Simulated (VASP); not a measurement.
## MgS in VASP 6.6.1, relaxation

INCAR

```
ISIF = 4
NBANDS = 8
PREC = Accurate
ENCUT = 600
LASPH = .TRUE.
LCHARG = .FALSE.
NELM = 120
POTIM = 0.2
NSW = 40
GGA = PE
EDIFFG = -5E-3
LREAL = .FALSE.
ISMEAR = -1
LWAVE = .FALSE.
SIGMA = 0.02
EDIFF = 1E-7
IBRION = 2
```

KPOINTS

```
KPOINTS created by Atomic Simulation Environment
0
Gamma
8 8 8
0 0 0
```

POSCAR

```
Mg S
 1.0000000000000000
     0.0000000000000000    2.5098989999999999    2.5098989999999999
     2.5098989999999999    0.0000000000000000    2.5098989999999999
     2.5098989999999999    2.5098989999999999    0.0000000000000000
 Mg  S
   1   1
Cartesian
  0.0000000000000000  0.0000000000000000  0.0000000000000000
  2.5098989999999999  2.5098989999999999  2.5098989999999999
```

The recommended PBE PAW datasets give the neutral cell 8 valence electrons.

Command

```
mpirun -np 1 vasp_std
```

**Question.** Predict the outcome of this run.

**Answer.** It converged. Results: relaxed cell vector lengths 3.550, 3.550, 3.550 Å; relaxed cell volume 31.62 Å³.

OSZICAR

```
N       E                     dE             d eps       ncg     rms          rms(c)
DAV:   1     0.258244134193E+02    0.25824E+02   -0.41736E+03   464   0.936E+02
DAV:   2    -0.772619659492E+01   -0.33551E+02   -0.32384E+02   632   0.118E+02
DAV:   3    -0.874278528433E+01   -0.10166E+01   -0.10166E+01   592   0.269E+01
DAV:   4    -0.874619612641E+01   -0.34108E-02   -0.34108E-02   728   0.181E+00
DAV:   5    -0.874620324060E+01   -0.71142E-05   -0.71142E-05   600   0.571E-02    0.494E+00
DAV:   6    -0.841474985692E+01    0.33145E+00   -0.79257E-01   496   0.462E+00    0.393E+00
DAV:   7    -0.837413834079E+01    0.40612E-01   -0.23962E-01   568   0.271E+00    0.249E+00
DAV:   8    -0.837468667083E+01   -0.54833E-03   -0.10842E-02   544   0.888E-01    0.866E-01
DAV:   9    -0.837458086879E+01    0.10580E-03   -0.36054E-04   568   0.166E-01    0.225E-01
DAV:  10    -0.837461469310E+01   -0.33824E-04   -0.86259E-05   696   0.671E-02    0.121E-02
DAV:  11    -0.837461255339E+01    0.21397E-05   -0.15042E-05   528   0.209E-02    0.733E-03
DAV:  12    -0.837461254444E+01    0.89501E-08   -0.27155E-07   656   0.463E-03
   1 F= -.83746125E+01 E0= -.83746125E+01  d E =-.837461E+01
```

For comparison, a separate PBE relaxation on usual settings, not on those above, ends at 35.62 Å³.
